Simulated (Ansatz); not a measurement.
Write the native input for Ansatz 0.2.0 that does the following.

| Quantity | Value |
| --- | --- |
| Task | relaxation of cell and atoms |
| Functional | BLYP |
| Dispersion | D4 |
| Potentials or basis | Ansatz PAW |
| Cutoff | 420 eV (not typed: the program's choice for these potentials) |
| k mesh | 4 × 8 × 1 |
| Occupations | fermi-dirac, width 0.05 eV |
| Spin | no spin polarisation |

The system is Te2Mo, a slab with vacuum.

```
Te Mo
1.0
     6.36161    0.00000    0.00000
     0.00000    3.48040    0.00000
    -0.08574    0.00000   36.17589
Te Mo
4 2
Direct
  0.42925 0.75000 0.54070
  0.57075 0.25000 0.45930
  0.92085 0.25000 0.55653
  0.07915 0.75000 0.44347
  0.18135 0.25000 0.49747
  0.81865 0.75000 0.50253
```

The input as run:

input.yaml

```yaml
crystal:
  lattice:
    - [6.3616090156, 0.0, 0.0]
    - [0.0, 3.48040306, 0.0]
    - [-0.0857412231, 0.0, 36.1758904685]
  atoms:
    - { symbol: Te, position: [0.4292511, 0.75, 0.54070358] }
    - { symbol: Te, position: [0.5707489, 0.25, 0.45929642] }
    - { symbol: Te, position: [0.92084787, 0.25, 0.55652732] }
    - { symbol: Te, position: [0.07915213, 0.75, 0.44347268] }
    - { symbol: Mo, position: [0.18134756, 0.25, 0.49746537] }
    - { symbol: Mo, position: [0.81865244, 0.75, 0.50253463] }
hamiltonian:
  xc: blyp
  pseudopotentials: { kind: paw }
  dispersion: d4
kpoints:
  mp_grid: { grid: [4, 8, 1] }
scf:
  occupations: { method: fermi_dirac, width: 0.05 }
output:
  forces: true
  stress: true
  write_density: true
  write_potential: true
  elf: true
  volumetric_format: npy
relax:
  f_tol: 0.01
  max_steps: 40
  cell: { stress_tol: 0.05 }
```

Potentials or basis: Ansatz PAW.

The run is started by

```bash
$ ansatz run input.yaml --threads 2 --pin off --max-ram 5632MiB --backend cpu --events-out ev --progress --plain --runs-dir out
```

It gave:

```json
{"Relaxed volume": "133.89 Å³/atom", "Relaxed cell": "a = 6.368 Å, b = 3.490 Å, c = 36.151 Å, α = 90.00°, β = 90.16°, γ = 90.00°", "Space group after relaxing (to 0.05 Å)": "P2_1/m (No. 11)", "Energy gained by relaxing": "4.2 meV/atom", "Ionic steps": "4", "Largest force after relaxing": "0.009 eV/Å", "Band gap on the k mesh": "none (metal or under the smearing width)"}
```

Caveat: the plane-wave basis is chosen anew once the cell has moved, so the energies of steps on either side of that aren't comparable; the PAW data sets come from PBE, with cores solved anew for the run's functional, which leaves a small shift of forces and pressure.

It took 3.4 min on 2 threads of Intel(R) Xeon(R) Processor @ 2.50GHz (Skylake/Cascade Lake) (shared host), peak memory 1.4 GiB.
